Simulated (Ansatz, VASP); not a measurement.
**Two plane-wave programs on CaSe**

```
Ca Se
1.0
     2.53511   -2.54385    0.00000
     2.53511    2.54385    0.00000
     0.00000    0.00000    3.59100
Ca Se
1 1
Direct
  0.00000 0.00000 0.00000
  0.50000 0.50000 0.50000
```

Alike in both runs: functional PBE; dispersion D3(BJ); k mesh 8 × 8 × 8; occupations gaussian, width 0.02 eV; no spin polarisation.

Ansatz relaxed the structure, and its values are those at the end. VASP's run is a single point on that final structure, the one shown.

|  | VASP | Ansatz |
| --- | --- | --- |
| version | VASP 6.6.1 | Ansatz 0.2.0 |
| potentials or method | VASP PAW PBE potentials, release 64 (Ca_sv, Se) | scalar-relativistic, plane waves, PAW |
| plane-wave cutoff (eV) | 520 | 420 |
| valence electrons in the cell | 16 | 26 |

|  | VASP | Ansatz | Ansatz less VASP |
| --- | --- | --- | --- |
| gap on the k mesh at the Fermi level (eV) | 0.70 | 0.71 | +0.009 |
| least direct gap on the mesh (eV) | 0.70 | 0.71 | +0.009 |
| pressure (GPa) | 0.2 | 0.0 | -0.20 |

The two sets of potentials don't hold the same shells in valence.

A k mesh can miss the band edges. A hybrid or GW would open this gap; PBE tends to underestimate it.
